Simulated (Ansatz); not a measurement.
# V3Si: the cost of one run

Method: DFT PBE, scalar-relativistic, plane waves, PAW, in Ansatz 0.2.0.

These runs use a low cutoff (300 eV) and a coarse mesh on purpose, to show what cheap settings give: their numbers aren't properties of the material.

**1. Starting point**

It takes space group Pm-3n (No. 223, cubic). Conventional cell: a = 4.690 Å, b = 4.690 Å, c = 4.690 Å, α = 90.00°, β = 90.00°, γ = 90.00°. V (site symmetry -4m2) has 2 V at 2.35 Å and 4 Si at 2.62 Å as nearest neighbours. Si (site symmetry m-3) is surrounded by 12 V at 2.62 Å.

Coordinates:

```cif
data_structure
_symmetry_space_group_name_H-M 'Pm-3n'
_symmetry_Int_Tables_number 223
_cell_length_a 4.6903
_cell_length_b 4.6903
_cell_length_c 4.6903
_cell_angle_alpha 90.000
_cell_angle_beta 90.000
_cell_angle_gamma 90.000
_cell_volume 103.18
loop_
_atom_site_label
_atom_site_type_symbol
_atom_site_symmetry_multiplicity
_atom_site_Wyckoff_symbol
_atom_site_fract_x
_atom_site_fract_y
_atom_site_fract_z
_atom_site_occupancy
V1 V 6 c 0.25000 0.00000 0.50000 1
Si1 Si 2 a 0.00000 0.00000 0.00000 1
```

An earlier run at PBE left this cell at 12.898 Å³/atom and -0.01 GPa (4×4×4 mesh).

Volume factors to run: 0.980, 1.020, 0.960, 1.040.

**2. Scaling the volume by 0.980**

File input.yaml:

```yaml
crystal:
  lattice:
    - [4.6588014877, 0.0, 0.0]
    - [0.0, 4.6588014877, 0.0]
    - [0.0, 0.0, 4.6588014877]
  atoms:
    - { symbol: V, position: [0.25, 0.0, 0.5] }
    - { symbol: V, position: [0.5, 0.75, 0.0] }
    - { symbol: V, position: [0.75, 0.0, 0.5] }
    - { symbol: V, position: [0.5, 0.25, 0.0] }
    - { symbol: V, position: [0.0, 0.5, 0.75] }
    - { symbol: V, position: [0.0, 0.5, 0.25] }
    - { symbol: Si, position: [0.0, 0.0, 0.0] }
    - { symbol: Si, position: [0.5, 0.5, 0.5] }
basis:
  ecutwfc: 300
  ecutrho_ratio: 4
kpoints:
  mp_grid: { grid: [4, 4, 4] }
hamiltonian:
  xc: pbe
scf:
  occupations: { method: gaussian, width: 0.05 }
output:
  forces: true
  stress: true
  eigenvalues: true
```

On the command line:

```console
$ ansatz run input.yaml --threads 2 --pin off --max-ram 5120MiB --backend cpu --events-out ev --progress --plain --runs-dir out
```

What time and memory should one allow on 2 threads of AMD EPYC 7R43 (Zen 3), shared host?

About 1.1 s, with a peak of 0.41 GiB.
